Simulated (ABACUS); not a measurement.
# Ni (Fm-3m) in ABACUS: further runs, part 2 of 2

ABACUS 3.10.1.

## Step 4: Single point, LDA, collinear spin, ferromagnetic start

File run_abacus.py:

```python
"""ABACUS run from a structure file: ASE reads it, the script writes STRU, KPT and INPUT."""
import re
import subprocess
from ase.io import read
from ase.units import Bohr

atoms = read("Ni.xyz")
atoms = atoms[(-atoms.numbers).argsort(kind="stable")]  # ABACUS lists atoms element by element
pseudo = {'Ni': 'Ni.upf'}
orbital = {}
magmoms = [1.0]
kmesh = [10, 10, 10]
params = {
    'suffix': 'Ni',
    'calculation': 'scf',
    'basis_type': 'pw',
    'pseudo_dir': './',
    'symmetry': 1,
    'dft_functional': 'pz',
    'ecutwfc': 98,
    'pseudo_rcut': 10,
    'nspin': 2,
    'nbands': 20,
    'ks_solver': 'dav',
    'smearing_method': 'fd',
    'smearing_sigma': 0.00367493,
    'scf_thr': 1e-08,
    'scf_nmax': 100,
    'mixing_type': 'broyden',
    'mixing_beta': 0.4,
    'cal_force': 1,
    'cal_stress': 1,
    'out_chg': 1,
    'out_pot': 2,
    'out_elf': 1,
}

symbols = atoms.get_chemical_symbols()
elements = list(dict.fromkeys(symbols))
lines = ["ATOMIC_SPECIES"] + [f"{e} {atoms.get_masses()[symbols.index(e)]:.4f} {pseudo[e]}" for e in elements]
if orbital:
    lines += ["", "NUMERICAL_ORBITAL"] + [orbital[e] for e in elements]
lines += ["", "LATTICE_CONSTANT", f"{1 / Bohr:.10f}", "", "LATTICE_VECTORS"]
lines += [" ".join(f"{x:.10f}" for x in v) for v in atoms.cell]
lines += ["", "ATOMIC_POSITIONS", "Direct"]
for e in elements:
    lines += ["", e, "0.0", str(symbols.count(e))]
    for i, p in enumerate(atoms.get_scaled_positions(wrap=False)):
        if symbols[i] == e:
            mag = "" if magmoms is None else " mag " + " ".join(str(x) for x in (magmoms[i] if isinstance(magmoms[i], list) else [magmoms[i]]))
            lines.append(" ".join(f"{x:.10f}" for x in p) + " 1 1 1" + mag)
open("STRU", "w").write("\n".join(lines) + "\n")
open("KPT", "w").write("K_POINTS\n0\nGamma\n%d %d %d 0 0 0\n" % tuple(kmesh))
open("INPUT", "w").write("INPUT_PARAMETERS\n" + "".join(f"{k:<20s}{v}\n" for k, v in params.items()))

done = subprocess.run(['mpirun', '-np', '4', 'abacus'])
if done.returncode:
    raise SystemExit(done.returncode)
log = open("OUT.Ni/running_scf.log").read()
print("final energy (eV):", re.findall(r"FINAL_ETOT_IS (\S+)", log))
```

File Ni.xyz:

```xyz
1
Lattice="0.0000000000 1.7375729330 1.7375729330 1.7375729330 0.0000000000 1.7375729330 1.7375729330 1.7375729330 0.0000000000" Properties=species:S:1:pos:R:3 pbc="T T T"
Ni     0.0000000000      0.0000000000      0.0000000000
```

Potentials or basis: PseudoDojo NC SR 0.4.1 LDA standard, plane waves.

Launch:

```sh
> OMP_NUM_THREADS=1 python run_abacus.py > log
```

It took 13 s on 4 MPI ranks of Intel Xeon Platinum 8488C (Sapphire Rapids), shared host; peak memory 0.36 GiB.

It converged, with:

```yaml
Free_energy: -4562.2319 eV
Pressure: -9.6 GPa
Band_gap_on_the_k_mesh: none (metal or under the smearing width)
Net_moment: 0.69 μB per cell
Absolute_moment: 0.74 μB per cell
```

Levels at points of the mesh, in eV from the Fermi level:
Spin up:
| k point | band 5 | band 6 | band 7 | band 8 | band 9 | band 10 | band 11 | band 12 | band 13 | band 14 |
| --- | --- | --- | --- | --- | --- | --- | --- | --- | --- | --- |
| (0.00, 0.00, 0.00) | -9.35 | -2.55 | -2.55 | -2.55 | -1.30 | -1.30 | 23.92 | 27.99 | 27.99 | 27.99 |
| (0.50, 0.50, 0.50) | -5.11 | -2.54 | -2.54 | -0.58 | -0.58 | -0.42 | 5.87 | 22.45 | 25.06 | 25.06 |
| (0.50, 0.50, 0.00) | -4.92 | -4.43 | -0.54 | -0.43 | -0.43 | 2.37 | 9.50 | 15.00 | 15.00 | 20.04 |
Spin down:
```
           k point  band 7  band 8  band 9  band 10  band 11  band 12
(0.00, 0.00, 0.00)   -1.83   -1.83   -0.64    -0.64    23.91    28.04
(0.50, 0.50, 0.50)   -1.89   -0.39    0.18     0.18     6.30    22.43
(0.50, 0.50, 0.00)    0.15    0.39    0.39     2.42     9.82    15.07
```

## Step 5: Relaxation of cell and atoms, LDA, collinear spin, ferromagnetic start

run_abacus.py, as its differences from that of step 4:

```diff
@@ -6,3 +6,3 @@
 
-atoms = read("Ni.xyz")
+atoms = read("POSCAR")
 atoms = atoms[(-atoms.numbers).argsort(kind="stable")]  # ABACUS lists atoms element by element
@@ -14,3 +14,3 @@
     'suffix': 'Ni',
-    'calculation': 'scf',
+    'calculation': 'cell-relax',
     'basis_type': 'pw',
@@ -22,3 +22,3 @@
     'nspin': 2,
-    'nbands': 20,
+    'nbands': 14,
     'ks_solver': 'dav',
@@ -32,5 +32,8 @@
     'cal_stress': 1,
-    'out_chg': 1,
-    'out_pot': 2,
-    'out_elf': 1,
+    'relax_nmax': 60,
+    'force_thr_ev': 0.02,
+    'relax_method': 'cg',
+    'out_stru': 1,
+    'stress_thr': 0.2,
+    'kpar': 4,
 }
@@ -58,3 +61,3 @@
     raise SystemExit(done.returncode)
-log = open("OUT.Ni/running_scf.log").read()
+log = open("OUT.Ni/running_cell-relax.log").read()
 print("final energy (eV):", re.findall(r"FINAL_ETOT_IS (\S+)", log))
```

File POSCAR:

```
Ni
1.0
    0.0000000000      1.7375729330      1.7375729330
    1.7375729330      0.0000000000      1.7375729330
    1.7375729330      1.7375729330      0.0000000000
Ni
1
Direct
    0.0000000000      0.0000000000      0.0000000000
```

Launch:

```sh
> OMP_NUM_THREADS=1 python run_abacus.py > log
```

It took 31 s on 4 MPI ranks of Intel Xeon Platinum 8488C (Sapphire Rapids), shared host; peak memory 0.36 GiB.

It converged, with:

```
Free energy                            : -4562.2452 eV
Relaxed volume                         : 10.07 Å³/atom
Relaxed cell                           : a = 2.424 Å, b = 2.424 Å, c = 2.424 Å, α = 60.00°, β = 60.00°, γ = 60.00°
Space group after relaxing (to 0.05 Å) : Fm-3m (No. 225)
Energy gained by relaxing              : 13.3 meV/atom
Ionic steps                            : 9
Pressure after relaxing                : 0.0 GPa
Band gap on the k mesh                 : none (metal or under the smearing width)
Net moment                             : 0.67 μB per cell
Absolute moment                        : 0.72 μB per cell
```

Step by step:
| step | energy change (eV) | largest force (eV/Å) | pressure (GPa) | volume (Å³) |
| --- | --- | --- | --- | --- |
| 1 | 0.0000 | 0.0000 | -9.61 | 10.49 |
| 2 | 0.0111 | 0.0000 | 15.44 | 9.53 |
| 3 | -0.0133 | 0.0000 | -0.11 | 10.07 |
| 4 | -0.0133 | 0.0000 | -0.05 | 10.07 |
| 5 | -0.0133 | 0.0000 | -0.16 | 10.07 |
| 6 | -0.0133 | 0.0000 | -0.10 | 10.07 |
| 7 | -0.0133 | 0.0000 | -0.21 | 10.07 |
| 8 | -0.0133 | 0.0000 | -0.11 | 10.07 |
| 9 | -0.0133 | 0.0000 | -0.01 | 10.07 |

Final structure:
```cif
data_structure
_symmetry_space_group_name_H-M 'P 1'
_symmetry_Int_Tables_number 1
_cell_length_a 2.4236
_cell_length_b 2.4236
_cell_length_c 2.4236
_cell_angle_alpha 60.000
_cell_angle_beta 60.000
_cell_angle_gamma 60.000
_cell_volume 10.07
loop_
_atom_site_label
_atom_site_type_symbol
_atom_site_fract_x
_atom_site_fract_y
_atom_site_fract_z
_atom_site_occupancy
Ni1 Ni 0.00000 0.00000 0.00000 1
```

Levels at points of the mesh, in eV from the Fermi level:
Spin up:
| k point | band 5 | band 6 | band 7 | band 8 | band 9 | band 10 |
| --- | --- | --- | --- | --- | --- | --- |
| (0.00, 0.00, 0.00) | -9.65 | -2.65 | -2.65 | -2.65 | -1.33 | -1.33 |
| (0.50, 0.50, 0.50) | -5.34 | -2.65 | -2.65 | -0.56 | -0.56 | -0.50 |
| (0.50, 0.50, 0.00) | -5.19 | -4.66 | -0.52 | -0.40 | -0.40 | 2.40 |
Spin down:
| k point | band 5 | band 6 | band 7 | band 8 | band 9 | band 10 |
| --- | --- | --- | --- | --- | --- | --- |
| (0.00, 0.00, 0.00) | -9.61 | -1.95 | -1.95 | -1.95 | -0.68 | -0.68 |
| (0.50, 0.50, 0.50) | -4.91 | -2.02 | -2.02 | -0.46 | 0.19 | 0.19 |
| (0.50, 0.50, 0.00) | -4.78 | -4.08 | 0.16 | 0.41 | 0.41 | 2.45 |

## Step 6: Single point, PBEsol, collinear spin, ferromagnetic start

File INPUT:

```
INPUT_PARAMETERS
suffix              Ni
calculation         scf
basis_type          lcao
pseudo_dir          ./
orbital_dir         ./
symmetry            1
dft_functional      pbesol
ecutwfc             100
pseudo_rcut         7
nspin               2
nbands              20
ks_solver           scalapack_gvx
smearing_method     fd
smearing_sigma      0.00367493
scf_thr             1e-07
scf_nmax            100
mixing_type         broyden
mixing_beta         0.4
cal_force           1
cal_stress          1
out_mul             1
out_chg             1
out_pot             2
out_elf             1
```

File STRU:

```
ATOMIC_SPECIES
Ni 58.6934 Ni.upf

NUMERICAL_ORBITAL
Ni_confined-atom_7au_3s2p2d1f.orb

LATTICE_CONSTANT
1.8897261246

LATTICE_VECTORS
0.0000000000 1.7375729330 1.7375729330
1.7375729330 0.0000000000 1.7375729330
1.7375729330 1.7375729330 0.0000000000

ATOMIC_POSITIONS
Cartesian

Ni
0.0
1
0.0000000000 0.0000000000 0.0000000000 1 1 1 mag 1
```

File KPT:

```
K_POINTS
0
Gamma
12 12 12 0 0 0
```

Potentials or basis: PseudoDojo NC SR 0.4.1 PBEsol standard, DZP LCAO (the cutoffs set its grid).

Launch:

```sh
> OMP_NUM_THREADS=1 mpirun -np 4 abacus > log
```

Wall time 16 s (4 MPI ranks of Intel Xeon 6975P-C (Granite Rapids), shared host); peak memory 0.44 GiB.

It converged, with:

```yaml
Free_energy: -4561.9798 eV
Pressure: -1.5 GPa
Band_gap_on_the_k_mesh: none (metal or under the smearing width)
Net_moment: 0.68 μB per cell
Absolute_moment: 0.76 μB per cell
Site_moments: Ni +0.68 μB
```

Levels at points of the mesh, in eV from the Fermi level:
Spin up:
| k point | band 5 | band 6 | band 7 | band 8 | band 9 | band 10 | band 11 | band 12 | band 13 | band 14 |
| --- | --- | --- | --- | --- | --- | --- | --- | --- | --- | --- |
| (0.00, 0.00, 0.00) | -9.41 | -2.60 | -2.60 | -2.60 | -1.35 | -1.35 | 24.67 | 28.67 | 28.67 | 28.67 |
| (0.50, 0.50, 0.50) | -5.16 | -2.59 | -2.59 | -0.65 | -0.65 | -0.48 | 5.83 | 23.46 | 25.30 | 25.30 |
| (0.50, 0.50, 0.00) | -4.97 | -4.49 | -0.59 | -0.51 | -0.51 | 2.34 | 9.46 | 15.01 | 15.01 | 20.08 |
Spin down:
```
           k point  band 5  band 6  band 7  band 8  band 9  band 10  band 11  band 12
(0.00, 0.00, 0.00)   -9.44   -1.80   -1.80   -1.80   -0.64    -0.64    24.61    28.72
(0.50, 0.50, 0.50)   -4.70   -1.89   -1.89   -0.54    0.19     0.19     6.28    23.39
(0.50, 0.50, 0.00)   -4.55   -3.83    0.14    0.41    0.41     2.30     9.75    15.03
```

Caveat: the atomic orbitals were generated for these runs and aren't a published set; the basis of atomic orbitals isn't converged, which shifts pressures, moduli and gaps.

## Step 7: The runs side by side

```tsv
task	level	potentials or basis	cell	k mesh	cutoff (eV)	radial cutoff of the potentials (pseudo_rcut)	SCF threshold on the density	eigensolver	max steps of the relaxation	force threshold	gap on the mesh (eV)	pressure (GPa)	moment (μB)	relaxed volume (Å³/atom)
single point	RPBE	GBRV ultrasoft 1.5 PBE, plane waves	as given	10 × 10 × 10	544	10 bohr	1e-08	dav	-	-	none	4.7	0.00	-
relaxation of cell and atoms	RPBE	GBRV ultrasoft 1.5 PBE, plane waves	relaxed	10 × 10 × 10	544	10 bohr	1e-08	dav	60	0.01 eV/Å	none	0.0	0.00	10.65
single point	LDA	PseudoDojo NC SR 0.4.1 LDA standard, plane waves	as given	10 × 10 × 10	1333	10 bohr	1e-08	dav	-	-	none	-9.6	0.69	-
relaxation of cell and atoms	LDA	PseudoDojo NC SR 0.4.1 LDA standard, plane waves	relaxed	10 × 10 × 10	1333	10 bohr	1e-08	dav	60	0.02 eV/Å	none	0.0	0.67	10.07
single point	PBEsol	PseudoDojo NC SR 0.4.1 PBEsol standard, DZP LCAO (the cutoffs set its grid)	as given	12 × 12 × 12	1361	7 bohr	1e-07	scalapack_gvx	-	-	none	-1.5	0.68	-
```

Alike in all rows: spin collinear, ferromagnetic start; smearing fermi-dirac 0.05 eV.

Caveats: the potentials were made for another functional, which shifts forces and pressure (some runs); the atomic orbitals were generated for these runs and aren't a published set (some runs); the basis of atomic orbitals isn't converged, which shifts pressures, moduli and gaps (some runs).

Total energies depend on the potentials used, so only differences within one code and one set of settings carry meaning.
